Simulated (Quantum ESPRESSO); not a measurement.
## SrO (Fm-3m): a worked LO-TO splitting

How high does the longitudinal optical mode of SrO (Fm-3m) lie, given the transverse one, the Born charge and ε∞?

Program: Quantum ESPRESSO 7.5. Level of theory: DFT LDA, scalar-relativistic, plane waves, PseudoDojo norm-conserving pseudopotentials. Results are calculated unless marked as measured.

The database entry behind the starting cell differs from later determinations by our own check (about 0.5 % short), so it need not match the best structure at ambient conditions.

### Step 1. The relaxed structure

It takes space group Fm-3m (No. 225, cubic). Conventional cell: a = 5.061 Å, b = 5.061 Å, c = 5.061 Å, α = 90.00°, β = 90.00°, γ = 90.00°. Nearest to Sr lie 6 O at 2.53 Å. O has 6 Sr at 2.53 Å nearest. Farther neighbours and most contacts between anions are not listed.

Coordinates:

```xyz
2
Lattice="0.0000 2.5305 2.5305 2.5305 0.0000 2.5305 2.5305 2.5305 0.0000" Properties=species:S:1:pos:R:3 pbc="T T T"
Sr    2.5305    2.5305    2.5305
O     0.0000    0.0000    0.0000
```

This is the cell after its relaxation at this level of theory, not the database cell from which that began.

### Step 2. What the response run gave

A linear-response run on the relaxed cell, with the response to an electric field; only its zone-centre results are used. Cutoff 84 Ry, k mesh 6×6×6.

What it wrote:

```text
[banners, grids, parts of the stress and lines that vanish by symmetry left out]
Program PHONON v.7.5
     Reading xml data from directory:

[...]
Exchange-correlation= PW
                           (   1   4   0   0   0   0   0)
[...]
kinetic-energy cut-off    =      84.0000  Ry
     charge density cut-off    =     336.0000  Ry
     convergence threshold     =      1.0E-18
[...]
Exchange-correlation= PW
                           (   1   4   0   0   0   0   0)
[...]
q = (   0.0000000   0.0000000   0.0000000 )
     49 Sym.Ops. (with q -> -q+G )
     G cutoff =  389.2496  (  22659 G-vectors)     FFT grid: ( 40, 40, 40)
     number of k points=    16
[...]
Mode symmetry, O_h (m-3m)  point group:
[...]
Dielectric constant
[...]
End of electric fields calculation
          Dielectric constant in cartesian axis
          (       3.876848138      -0.000000000      -0.000000000 )
          (      -0.000000000       3.876848138       0.000000000 )
          (      -0.000000000       0.000000000       3.876848138 )
          Effective charges (d Force / dE) in cartesian axis without acoustic sum rule applied (asr)
           atom    1  Sr    Mean Z*:        2.47779
      Ex  (        2.47779        0.00000        0.00000 )
      Ey  (        0.00000        2.47779        0.00000 )
      Ez  (        0.00000        0.00000        2.47779 )
           atom    2  O     Mean Z*:       -2.48137
      Ex  (       -2.48137       -0.00000       -0.00000 )
      Ey  (       -0.00000       -2.48137       -0.00000 )
      Ez  (       -0.00000       -0.00000       -2.48137 )
          Effective charges Sum: Mean:       -0.00358
[...]
Effective charges (d Force / dE) in cartesian axis with asr applied:
           atom    1  Sr    Mean Z*:        2.47958
[...]
atom    2  O     Mean Z*:       -2.47958
[...]
Representation #   1 modes #   1   2   3
[...]
End of self-consistent calculation
     Convergence has been achieved
     Representation #   2 modes #   4   5   6
[...]
End of self-consistent calculation
     Convergence has been achieved
[...]
Dielectric constant in cartesian axis
          (       3.876848138      -0.000000000      -0.000000000 )
          (      -0.000000000       3.876848138       0.000000000 )
          (      -0.000000000       0.000000000       3.876848138 )
          Effective charges (d Force / dE) in cartesian axis without acoustic sum rule applied (asr)
           atom    1  Sr    Mean Z*:        2.47779
      Ex  (        2.47779        0.00000        0.00000 )
      Ey  (        0.00000        2.47779        0.00000 )
      Ez  (        0.00000        0.00000        2.47779 )
           atom    2  O     Mean Z*:       -2.48137
      Ex  (       -2.48137       -0.00000       -0.00000 )
      Ey  (       -0.00000       -2.48137       -0.00000 )
      Ez  (       -0.00000       -0.00000       -2.48137 )
          Effective charges Sum: Mean:       -0.00358
[...]
Effective charges (d Force / dE) in cartesian axis with asr applied:
           atom    1  Sr    Mean Z*:        2.47958
[...]
atom    2  O     Mean Z*:       -2.47958
[...]
q = (    0.000000000   0.000000000   0.000000000 )
[...]
freq (    1) =       0.025676 [THz] =       0.856449 [cm-1]
     freq (    2) =       0.025676 [THz] =       0.856449 [cm-1]
     freq (    3) =       0.025676 [THz] =       0.856449 [cm-1]
     freq (    4) =       6.488066 [THz] =     216.418582 [cm-1]
     freq (    5) =       6.488066 [THz] =     216.418582 [cm-1]
     freq (    6) =       6.488066 [THz] =     216.418582 [cm-1]
[...]
Mode symmetry, O_h (m-3m)  point group:
     freq (   1-   3) =          0.9  [cm-1]   --> T_1u G_15  G_4- I
     freq (   4-   6) =        216.4  [cm-1]   --> T_1u G_15  G_4- I

   JOB DONE.
```

| quantity | value |
| --- | --- |
| cell volume Ω (Å³) | 32.409 |
| mass of Sr (u) | 87.620 |
| mass of O (u) | 15.999 |
| Born charge of Sr, raw (e) | 2.478 |
| Born charge of O, raw (e) | -2.481 |
| ε∞ | 3.877 |
| ω(TO) after the sum rule (cm⁻¹) | 216.4 |

### Step 3. The calculation

The charges must sum to zero over the cell; taking off their mean, -0.002 e, leaves Z* = 2.480 e on Sr. In the polar mode Sr moves against O, so the reduced mass is μ = 87.62 × 16.00 / 103.62 = 13.529 u.

A longitudinal wave builds up a field that adds to the restoring force: ω(LO)² = ω(TO)² + 4π Z*² / (μ Ω ε∞), in Hartree atomic units. With μ = 24661 electron masses and Ω = 218.70 bohr³ the second term is 3.6951e-06 Ha², or 177989 cm⁻² (1 Ha = 219474.6 cm⁻¹).

So ω(LO) = √(46833 + 177989) = 474.2 cm⁻¹, and by the Lyddane-Sachs-Teller relation ε₀ = ε∞ (ω(LO)/ω(TO))² = 18.61.

### Step 4. Check against the program

The analysis program adds the same non-analytic term to the full matrix, here for q along (1 0 0).

What it wrote:

```text
[banner, memory and clock lines left out]
Program DYNMAT v.7.5

     Reading Dynamical Matrix from file g.dyn
     ...Force constants read
     ...epsilon and Z* read

     Polarizability (A^3 units)
     multiply by 0.510478 for Clausius-Mossotti correction
         7.419393   -0.000000   -0.000000
        -0.000000    7.419393    0.000000
        -0.000000    0.000000    7.419393

     IR activities are in (D/A)^2/amu units

# mode   [cm-1]    [THz]      IR
    1     -0.00   -0.0000    0.0000
    2      0.00    0.0000    0.0000
    3      0.00    0.0000    0.0000
    4    216.41    6.4877   10.4850
    5    216.41    6.4877   10.4850
    6    474.15   14.2146   10.4850
```

ε₀ comes from the program's run without a direction of q.

| quantity | by hand | program |
| --- | --- | --- |
| ω(LO) (cm⁻¹) | 474.2 | 474.1 |
| ε₀ | 18.61 | 18.61 |

### Step 5. Results

```
TO mode                    : 216.4 cm⁻¹
LO mode                    : 474.1 cm⁻¹
static dielectric constant : 18.61
```

In words: The LO mode of SrO (Fm-3m) lies at 474 cm⁻¹, 258 cm⁻¹ above the TO mode; the formula meets the program within 0.1 cm⁻¹, as it must for a cubic crystal with one polar mode. ω(LO)² − ω(TO)² goes with Z*²/ε∞: an error of 5 % in ε∞ would move the LO mode by 9.0 cm⁻¹, and semilocal functionals tend to overestimate ε∞. These are harmonic values at zero temperature, at the volume of this functional, for the structure held cubic; stability elsewhere in the zone is no part of this calculation.

[Host names and launcher messages were left out of these logs when they were recorded.]

[Logs are printed without paths, hosts, clocks, repeated set-up lines and the standing remarks that a program may print on its own settings, such as how far it seeks lower states.]

[Hosts, paths, dates, database ids (printed as entryN), source tags and the programs' standing remarks are cut or masked in the printed files.]
